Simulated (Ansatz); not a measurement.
Write the native input for Ansatz 0.2.0 that does the following.

| Property | Result |
| --- | --- |
| Task | projected density of states |
| Functional | HSE06 |
| Potentials or basis | Ansatz PAW |
| Cutoff | 420 eV (not typed: the program's choice for these potentials) |
| k mesh | 6 × 6 × 6 |
| Occupations | fermi-dirac, width 0.05 eV |
| Spin | no spin polarisation |

The system is Li.

```
Li
1.0
    -1.75465    1.75465    1.75465
     1.75465   -1.75465    1.75465
     1.75465    1.75465   -1.75465
Li
1
Direct
  0.00000 0.00000 0.00000
```

These files were run (other wordings do the same):

input.yaml

```yaml
crystal:
  lattice:
    - [-1.75465, 1.75465, 1.75465]
    - [1.75465, -1.75465, 1.75465]
    - [1.75465, 1.75465, -1.75465]
  atoms:
    - { symbol: Li, position: [0.0, 0.0, 0.0] }
hamiltonian:
  xc: hse06
  pseudopotentials: { kind: paw }
kpoints:
  mp_grid: { grid: [6, 6, 6] }
scf:
  occupations: { method: fermi_dirac, width: 0.05 }
  n_extra_bands: 6
output:
  forces: true
  stress: true
  eigenvalues: true
  dos: { projected: true, de: 0.05 }
```

Potentials or basis: Ansatz PAW.

Launch:

```sh
$ ansatz run input.yaml --threads 2 --pin off --max-ram 5632MiB --backend cpu --events-out ev --progress --plain --runs-dir out
```

It gave:

The pressure is -0.4 GPa. The band gap on the k mesh is none (metal or under the smearing width) and the density of states at the Fermi level is 0.53 states/eV per cell.

Caveat: the k mesh is coarse (spacing up to 0.42 Å⁻¹), so the values aren't converged, least of all with exact exchange; the PAW data sets were made with another functional, which shifts forces and pressure a little; the density of states is complete only up to the lowest level of the last band computed; the thresholds are loose for stress.

Wall time 4.9 s on 2 threads of Arm Neoverse N1, on a shared host, peak memory 0.43 GiB.
